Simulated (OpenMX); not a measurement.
The system is MnO.

```
Mn O
1.0
     0.00000    2.22391    2.22391
     2.22391    0.00000    2.22391
     2.22391    2.22391    0.00000
Mn O
1 1
Direct
  0.00000 0.00000 0.00000
  0.50000 0.50000 0.50000
```

The cell is a database's computed one.

Base run:

```yaml
Program: OpenMX 3.8.5
Functional: PBE
Potentials_or_basis: OpenMX 2013 PBE set, Mn6.0-s3p2d2, O6.0-s2p2d1, grid cutoff 400 Ry
k_mesh: 7 × 7 × 7
Occupations: fermi-dirac, width 0.05 eV
Spin: collinear spin, ferromagnetic start
Starting_moments: "[4.0, 0.0] μB"
Hubbard_terms: Mn U = 4 eV
```

Its results: band gap on the k mesh 0.64 eV, indirect (least direct gap 2.78 eV); net moment 5.00 μB per cell; site moments Mn +4.90; O +0.10 μB.

Q: The run is repeated on the same cell with these changes: hubbard terms from Mn U = 4 eV to Mn U = 2 eV. What comes out?

A: Band gap on the k mesh 0.20 eV, indirect (least direct gap 2.54 eV); net moment 5.00 μB per cell; site moments Mn +4.81; O +0.19 μB.

Caveats: U acts on the first radial function of the shell alone, so its value doesn't carry over to other programs; an odd mesh through Γ misses points on the zone boundary, where band edges often lie; the basis of atomic orbitals isn't converged, which shifts pressures, moduli and gaps; a cell with one magnetic atom can't hold antiferromagnetic order, which such compounds often take.
